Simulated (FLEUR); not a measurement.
Runs of FLEUR MaX-R8.1 (later development tree) on AlNi. It takes space group Pm-3m (No. 221, cubic). The conventional cell has a = 2.881 Å, b = 2.881 Å, c = 2.881 Å, α = 90.00°, β = 90.00°, γ = 90.00°. Ni (site symmetry m-3m) is surrounded by 8 Al at 2.50 Å. Al (site symmetry m-3m) has 8 Ni at 2.50 Å as nearest neighbours. 

```csv
task,level,spin,gmax,muffin-tin radii,max iterations,mixing factor,mixer,kmax,moment (μB),V0 of scaled cells (Å³/atom),B0 (GPa)
equation of state,Wu-Cohen GGA,"collinear, program default start",15.3 1/bohr,"Ni 2.25, Al 1.99 bohr",-,-,-,4.92 1/bohr,-,(a),172
band structure,Wu-Cohen GGA,"collinear, ferromagnetic start",14.8 1/bohr,"Ni 2.32, Al 2.05 bohr",60,0.05,Anderson,4.78 1/bohr,0.00,-,-
equation of state,AM05,"collinear, program default start",15.3 1/bohr,"Ni 2.25, Al 1.99 bohr",-,-,-,4.92 1/bohr,-,11.71,172
band structure,AM05,"collinear, ferromagnetic start",14.8 1/bohr,"Ni 2.32, Al 2.05 bohr",60,0.05,Anderson,4.78 1/bohr,0.00,-,-
```

Alike in all rows: potentials or basis all-electron, FLAPW; cell as given; k mesh 9 × 9 × 9; smearing fermi-dirac 0.05 eV.

Question: Fill in the values left out.

Answer: (a) 11.75.
